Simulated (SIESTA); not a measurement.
Crystal: SnO.

```
CELL_PARAMETERS angstrom
3.81370 0.00000 0.00000
0.00000 3.81370 0.00000
0.00000 0.00000 4.88691
ATOMIC_POSITIONS crystal
Sn 0.50000 0.00000 0.76463
Sn 0.00000 0.50000 0.23537
O 0.00000 0.00000 0.00000
O 0.50000 0.50000 0.00000
```

The cell is a database's computed one.

| Property | Result |
| --- | --- |
| Program | SIESTA 5.4.2 |
| Task | single point |
| Functional | PBE |
| Potentials or basis | PseudoDojo 0.4 standard (PBE files) |
| Basis | DZP (energy shift 0.003 Ry; two zetas on semicore shells) |
| Grid cutoff | 800 Ry |
| Energy shift | 0.003 Ry |
| k mesh | 7 × 7 × 6 |
| Occupations | fermi-dirac, width 0.05 eV |
| Spin | no spin polarisation |

On this cell: pressure 6.7 GPa; largest force 0.946 eV/Å; band gap on the k mesh 0.37 eV, indirect (least direct gap 1.96 eV).

The same run follows on a disturbed copy (atoms moved at random, drawn with an rms of 0.05 Å):

```
CELL_PARAMETERS angstrom
3.81370 0.00000 0.00000
0.00000 3.81370 0.00000
0.00000 0.00000 4.88691
ATOMIC_POSITIONS crystal
Sn 0.50918 0.99567 0.76977
Sn 0.00319 0.50075 0.22490
O 0.00685 0.00345 0.99809
O 0.49356 0.49563 0.99839
```

Q: What changes?

A: The energy moves by +29.1 meV/atom; pressure 9.5 GPa; largest force 1.817 eV/Å; band gap on the k mesh 0.60 eV, indirect (least direct gap 1.85 eV).

Forces on the atoms (eV/Å):
```
Sn  -0.118  0.046 -1.709
Sn  -0.169  0.017  1.809
O   -0.173 -0.199 -0.031
O    0.459  0.136 -0.068
```

Stress tensor (GPa, compression positive):
```
 9.96  0.04 -0.33
 0.04  9.80  0.07
-0.33  0.07  8.76
```

Caveats: spin-orbit coupling is left out, which moves the levels of the heavy elements; an odd mesh through Γ misses points on the zone boundary, where band edges often lie; the basis of atomic orbitals isn't converged, which shifts pressures, moduli and gaps.
